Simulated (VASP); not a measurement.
# Cl2 in VASP: single point with HSE06

Aim: the single point of Cl2 with HSE06.

Everything below comes from runs of VASP 6.6.1. Logs are shortened: lines on timing, memory, paths and dates and some standing lists are left out, and cuts for length are marked.

### 1 The structure

The cell holds a molecule in a box, 2 atoms: a = 10.000 Å, b = 10.500 Å, c = 11.000 Å, α = 90.00°, β = 90.00°, γ = 90.00°.

### 2 Single point, HSE06

File POSCAR:

```
Cl
1.0
   10.0000000000      0.0000000000      0.0000000000
    0.0000000000     10.5000000000      0.0000000000
    0.0000000000      0.0000000000     11.0000000000
Cl
2
Direct
    0.5000000000      0.5000000000      0.4099900000
    0.5000000000      0.5000000000      0.5900100000
```

File INCAR.step1:

```
PREC     = Accurate       # precision mode
ENCUT    = 520            # plane-wave cutoff, eV
EDIFF    = 1E-5           # SCF threshold, eV
ISMEAR   = 0              # smearing method
SIGMA    = 0.02           # smearing width, eV
LREAL    = False          # projectors in reciprocal space
LASPH    = True           # aspherical terms in the spheres
NELM     = 60             # most SCF steps
ALGO     = Normal         # electronic algorithm
ISIF     = 2              # what is computed and relaxed
LWAVE    = True           # write WAVECAR
LCHARG   = False          # write CHGCAR
GGA      = PE             # functional
```

File INCAR.step2:

```
PREC     = Accurate       # precision mode
ENCUT    = 520            # plane-wave cutoff, eV
EDIFF    = 1E-6           # SCF threshold, eV
ISMEAR   = 0              # smearing method
SIGMA    = 0.02           # smearing width, eV
LREAL    = False          # projectors in reciprocal space
LASPH    = True           # aspherical terms in the spheres
NELM     = 60             # most SCF steps
ALGO     = Normal         # electronic algorithm
ISIF     = 2              # what is computed and relaxed
LWAVE    = False          # write WAVECAR
LCHARG   = False          # write CHGCAR
GGA      = PE             # functional
LHFCALC  = True           # exact exchange
HFSCREEN = 0.2            # screening, 1/A
PRECFOCK = Fast         
ISTART   = 1
```

File KPOINTS:

```
regular mesh
0
Gamma
  1 1 1
```

Potentials or basis: VASP PAW PBE potentials, release 64 (Cl).

The run is started by

```bash
$ cat potpaw_PBE.64/Cl/POTCAR > POTCAR
$ cp INCAR.step1 INCAR
$ mpirun -np 1 vasp_std > vasp.out
$ cp INCAR.step2 INCAR
$ mpirun -np 1 vasp_std > vasp.out
```

OUTCAR:

```text
PREC = Accurate
   ENCUT = 520
   EDIFF = 1E-6
   ISMEAR = 0
   LREAL = False
   LASPH = True
   NELM = 60
   ISIF = 2
   GGA = PE
   LHFCALC = True
   HFSCREEN = 0.2
   PRECFOCK = Fast
   ISTART = 1

 ion  position               nearest neighbor table
   1  0.500  0.500  0.410-   2 1.98
   2  0.500  0.500  0.590-   1 1.98

  LATTYP: Found a simple orthorhombic cell.
 ALAT       =    10.0000000000
 B/A-ratio  =     1.0500000000
 C/A-ratio  =     1.1000000000

  Lattice vectors:

 A1 = (  10.0000000000,   0.0000000000,   0.0000000000)
 A2 = (   0.0000000000,  10.5000000000,   0.0000000000)
 A3 = (   0.0000000000,   0.0000000000,  11.0000000000)

Analysis of symmetry for initial positions (statically):
=====================================================================
 Subroutine PRICEL returns:
 Original cell was already a primitive cell.

 Routine SETGRP: Setting up the symmetry group for a
 simple orthorhombic supercell.

 Subroutine GETGRP returns: Found  8 space group operations
 (whereof  8 operations were pure point group operations)
 out of a pool of  8 trial point group operations.

The static configuration has the point symmetry D_2h.

Analysis of symmetry for dynamics (positions and initial velocities):
=====================================================================
 Subroutine PRICEL returns:
 Original cell was already a primitive cell.

 Routine SETGRP: Setting up the symmetry group for a
 simple orthorhombic supercell.

 Subroutine GETGRP returns: Found  8 space group operations
 (whereof  8 operations were pure point group operations)
 out of a pool of  8 trial point group operations.

The dynamic configuration has the point symmetry D_2h.

 Subroutine INISYM returns: Found  8 space group operations
 (whereof  8 operations are pure point group operations),
 and found     1 'primitive' translations

----------------------------------------------------------------------------------------

                                     Primitive cell

  volume of cell :    1155.0000

  direct lattice vectors                    reciprocal lattice vectors
    10.000000000  0.000000000  0.000000000     0.100000000  0.000000000  0.000000000
     0.000000000 10.500000000  0.000000000     0.000000000  0.095238095  0.000000000
     0.000000000  0.000000000 11.000000000     0.000000000  0.000000000  0.090909091

  length of vectors
    10.000000000 10.500000000 11.000000000     0.100000000  0.095238095  0.090909091

  position of ions in fractional coordinates (direct lattice)
     0.500000000  0.500000000  0.409990000
     0.500000000  0.500000000  0.590010000

  ion indices of the primitive-cell ions
   primitive index   ion index
                 1           1
                 2           2

----------------------------------------------------------------------------------------

 KPOINTS: regular mesh

Automatic generation of k-mesh.
 Grid dimensions read from file:
 generate k-points for:    1    1    1

 Generating k-lattice:

  Cartesian coordinates                     Fractional coordinates (reciprocal lattice)
     0.100000000  0.000000000  0.000000000     1.000000000  0.000000000  0.000000000
     0.000000000  0.095238095  0.000000000     0.000000000  1.000000000  0.000000000
     0.000000000  0.000000000  0.090909091     0.000000000  0.000000000  1.000000000

  Length of vectors
     0.100000000  0.095238095  0.090909091

  Shift w.r.t. Gamma in fractional coordinates (k-lattice)
     0.000000000  0.000000000  0.000000000

 Subroutine IBZKPT returns following result:
 ===========================================

 Found      1 irreducible k-points:

 Following reciprocal coordinates:
            Coordinates               Weight
  0.000000  0.000000  0.000000      1.000000
   k-points           NKPTS =      1   k-points in BZ     NKDIM =      1   number of bands    NBANDS=     11
   number of dos      NEDOS =    301   number of ions     NIONS =      2
   total plane-waves  NPLWV = 537600
   dimension x,y,z NGX =    80 NGY =   80 NGZ =   84
   dimension x,y,z NGXF=   160 NGYF=  160 NGZF=  168
   ions per type =               2
   NGX,Y,Z   is equivalent  to a cutoff of  13.30, 12.67, 12.70 a.u.
   NGXF,Y,Z  is equivalent  to a cutoff of  26.60, 25.33, 25.39 a.u.
 SYSTEM =  unknown system
   PREC   = accura    normal or accurate (medium, high low for compatibility)
   ISTART =      1    job   : 0-new  1-cont  2-samecut
   ICHARG =      0    charge: 1-file 2-atom 10-const
   ISPIN  =      1    spin polarized calculation?
   LNONCOLLINEAR =      F non collinear calculations
   LSORBIT =      F    spin-orbit coupling
   LASPH  =      T    aspherical Exc in radial PAW
   ENCUT  =  520.0 eV  38.22 Ry    6.18 a.u.  18.59 19.52 20.45*2*pi/ulx,y,z
   NELM   =     60;   NELMIN=  2; NELMDL=  0     # of ELM steps
   EDIFF  = 0.1E-05   stopping-criterion for ELM
   LREAL  =      F    real-space projection
   EDIFFG = 0.1E-04   stopping-criterion for IOM
   NSW    =      0    number of steps for IOM
   IBRION =     -1    ionic relax: 0-MD 1-quasi-New 2-CG
   NFREE  =      0    steps in history (QN), initial steepest desc. (CG)
   ISIF   =      2    stress and relaxation
   ISYM   =      3    0-nonsym 1-usesym 2-fastsym
   POTIM  = 0.5000    time-step for ionic-motion
   TEBEG  =    0.0;   TEEND  =   0.0 temperature during run
   PSTRESS=    0.0 pullay stress
   NELECT =      14.0000    total number of electrons
   NUPDOWN=      -1.0000    fix difference up-down
   EMIN   =  10.00;   EMAX   =-10.00  energy-range for DOS
   EFERMI =   0.00;   METHOD = LEGACY
   ISMEAR =     0;   SIGMA  =   0.02  broadening in eV -4-tet -1-fermi 0-gaus
   EFERMI_NEDOS =   21; number of points for ismear=-14 and -15
   IALGO  =     38    algorithm
   IMIX   =      1    mixing-type and parameters
     AMIX     =   0.40;   BMIX     =  1.00
     AMIX_MAG =   1.60;   BMIX_MAG =  1.00
  volume/ion in A,a.u.               =     577.50      3897.16
  Fermi-wavevector in a.u.,A,eV,Ry     =   0.376060  0.710650  1.924149  0.141421
  Thomas-Fermi vector in A             =   1.307622
   LORBIT       =      0    0 simple, 1 ext, 2 COOP (PROOUT), +10 PAW based schemes
   GGA     = PE    functional components
   LHFCALC =     T    Hartree Fock is set to
   PRECFOCK=fast      Normal, Fast or Accurate (Low or Medium for compatibility)
   ENCUT4O =  -1.0   cutoff for four orbital integrals eV
   NKREDX  =     1    reduce k-point grid by
   NKREDY  =     1    reduce k-point grid by
   NKREDZ  =     1    reduce k-point grid by
   AEXX    =    0.2500 exact exchange contribution
   HFSCREEN=    0.2000 screening length (either q_TF or 0.3 A-1)
   HFSCREENC=   0.2000 screening length for correlation (either q_TF or 0.3 A-1)
   ENCUTFOCK=  -1.0 apply spherical cutoff to Coloumb kernel
   IVDW    =     0    specifies the selected vdW correction
   LEPSILON=     F    determine dielectric tensor
   LRPA    =     F    only Hartree local field effects (RPA)
 non-spin polarized calculation
 Gauss-broadening in eV      SIGMA  =   0.02
  energy-cutoff  :      520.00
  volume of cell :     1155.00
 maximum number of plane-waves:     31095
 NGX is ok and might be reduce to    80
  NGX = 40; NGY = 40; NGZ = 42

 number of electron      13.9999996 magnetization

 Free energy of the ion-electron system (eV)
  ---------------------------------------------------
  ext. energy  EPLUGINS =         0.00000000
  ---------------------------------------------------
  free energy    TOTEN  =        -5.29009599 eV

  energy without entropy =       -5.29009599  energy(sigma->0) =       -5.29009599

 E-fermi :  -7.8217     XC(G=0):  -0.7521

 val. band max:       -7.9810534660   @ k =   0.0000   0.0000   0.0000
 cond. band min:      -3.1064250672   @ k =   0.0000   0.0000   0.0000
 fundamental gap:      4.8746283988
 Fermi energy:        -7.8216919433

 k-point     1 :       0.0000    0.0000    0.0000
  band No.  band energies     occupation
      1     -25.6138      2.00000
      2     -20.9152      2.00000
      3     -12.6205      2.00000
      4     -10.9210      2.00000
      5     -10.9208      2.00000
      6      -7.9813      2.00000
      7      -7.9811      2.00000
      8      -3.1064      0.00000
      9      -0.2070      0.00000
     10       0.9759      0.00000
     11       1.1044      0.00000

------------------------ aborting loop because EDIFF is reached ----------------------------------------

  FORCE on cell =-STRESS in cart. coord.  units (eV):
  Direction    XX          YY          ZZ          XY          YZ          ZX
  --------------------------------------------------------------------------------------
  -------------------------------------------------------------------------------------
  Total       -0.0410930     -0.0286352     -0.6180167      0.0000000      0.0000000      0.0000000
  in kB       -0.0570028     -0.0397219     -0.8572921      0.0000000      0.0000000      0.0000000
  external PRESSURE =      -0.3180056 kB  Pullay stress =       0.0000000 kB

 VOLUME and BASIS-vectors are now :
 -----------------------------------------------------------------------------
  energy-cutoff  :      520.00
  volume of cell :     1155.00
      direct lattice vectors                 reciprocal lattice vectors
    10.000000000  0.000000000  0.000000000     0.100000000  0.000000000  0.000000000
     0.000000000 10.500000000  0.000000000     0.000000000  0.095238095  0.000000000
     0.000000000  0.000000000 11.000000000     0.000000000  0.000000000  0.090909091

 POSITION                                       TOTAL-FORCE (eV/Angst)
 -----------------------------------------------------------------------------------
      5.00000      5.25000      4.50989         0.000000      0.000000      0.293362
      5.00000      5.25000      6.49011         0.000000      0.000000     -0.293362
 -----------------------------------------------------------------------------------
    total drift:                               -0.000001      0.000001     -0.000003

  FREE ENERGIE OF THE ION-ELECTRON SYSTEM (eV)
  ---------------------------------------------------
  free  energy   TOTEN  =        -5.2900959866 eV

  energy  without entropy=       -5.2900959866  energy(sigma->0) =       -5.29009599
```

Run time: 7.4 min. Hardware: 1 thread of Intel Xeon Platinum 8375C at 2.90GHz (Ice Lake), shared host; peak memory 0.94 GiB.

Results:

| Property | Result |
| --- | --- |
| Free energy | -5.2901 eV |
| Largest force | 0.293 eV/Å |
| Gap between the frontier levels | 4.87 eV |

Forces on the atoms (eV/Å):
```
Cl   0.000  0.000  0.293
Cl   0.000  0.000 -0.293
```

Levels at points of the mesh, in eV from the valence-band top:
```tsv
k point	band 5	band 6	band 7	band 8	band 9	band 10
(0.00, 0.00, 0.00)	-2.94	0.00	0.00	4.87	7.77	8.96
```

Caveat: the PAW data sets were made with another functional, which shifts forces and pressure a little.
